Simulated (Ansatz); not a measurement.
Input and command of a calculation in Ansatz (plane waves; scalar-relativistic PAW potentials unless the input names others):

```yaml
crystal:
  lattice:
    - [4.2771263939, 0.0, 0.0]
    - [0.0, 6.0487701542, 0.0]
    - [0.0, 0.0, 25.6928159847]
  atoms:
    - { symbol: Ga, position: [0.5, 0.55841846, 0.3119321951] }
    - { symbol: Sb, position: [0.0, 0.7668464433, 0.2814519869] }
    - { symbol: Ga, position: [0.0, -0.0220590157, 0.3714454214] }
    - { symbol: Sb, position: [0.5, 0.2292907207, 0.3766825929] }
    - { symbol: Ga, position: [0.5, 0.4832896808, 0.4601566536] }
    - { symbol: Sb, position: [0.0, 0.7342351019, 0.4564963741] }
    - { symbol: Ga, position: [0.0, -0.0167138714, 0.5398435412] }
    - { symbol: Sb, position: [0.5, 0.2342341091, 0.5435030089] }
    - { symbol: Ga, position: [0.5, 0.4779356321, 0.6285558922] }
    - { symbol: Sb, position: [0.0, 0.7292824489, 0.6233160468] }
    - { symbol: Ga, position: [0.0, 0.0584061408, 0.6880681463] }
    - { symbol: Sb, position: [0.5, 0.2668341494, 0.7185481407] }
basis:
  ecutwfc: 420
kpoints:
  mp_grid: { grid: [8, 6, 1] }
hamiltonian:
  xc: b3-lyp
scf:
  occupations: { method: gaussian, width: 0.1 }
  max_iter: 100
output:
  forces: true
  eigenvalues: true
efield:
  axis: 3
  dipole_correction: true
  ramp_width: 0.04
```

```bash
ansatz run input.yaml --threads 4 --pin off --max-ram 8192MiB --backend cpu --events-out ev --progress --plain --runs-dir out
```

What will the program do with this input?

The program refuses it, because of an unknown functional (hamiltonian.xc: "lda" → "b3-lyp"; the functional meant is spelt b3lyp). With the sound run's settings it is accepted.

Abridged log:
```
Error: YAML parse error: error: line 24 column 7: hamiltonian.xc: unknown variant `b3-lyp`, expected one of `lda`, `lda-pw`, `pw92`, `pbe`, `pbesol`, `rpbe`, `revpbe`, `blyp`, `pbe0`, `revpbe0`, `b3lyp`, `b3lyp5`, `hse06`, `wpbeh`, `hiss`, `lc_wpbe`, `cam_b3lyp`, `hf`, `r2scan`, `r2scanh`, `r2scan0`, `r2scan50`, `mr2scan`
  --> <input>:24:7
   |
22 |   mp_grid: { grid: [8, 6, 1] }
23 | hamiltonian:
24 |   xc: b3-lyp
   |       ^ hamiltonian.xc: unknown variant `b3-lyp`, expected one of `lda`, `lda-pw`, `pw92`, `pbe`, `pbesol`, `rpbe`, `revpbe`, `blyp`, `pbe0`, `revpbe0`, `b3lyp`, `b3lyp5`, `hse06`, `wpbeh`, `hiss`, `lc_wpbe`, `cam_b3lyp`, `hf`, `r2scan`, `r2scanh`, `r2scan0`, `r2scan50`, `mr2scan`
25 | scf:
26 |   occupations: { method: gaussian, width: 0.1 }
   |
```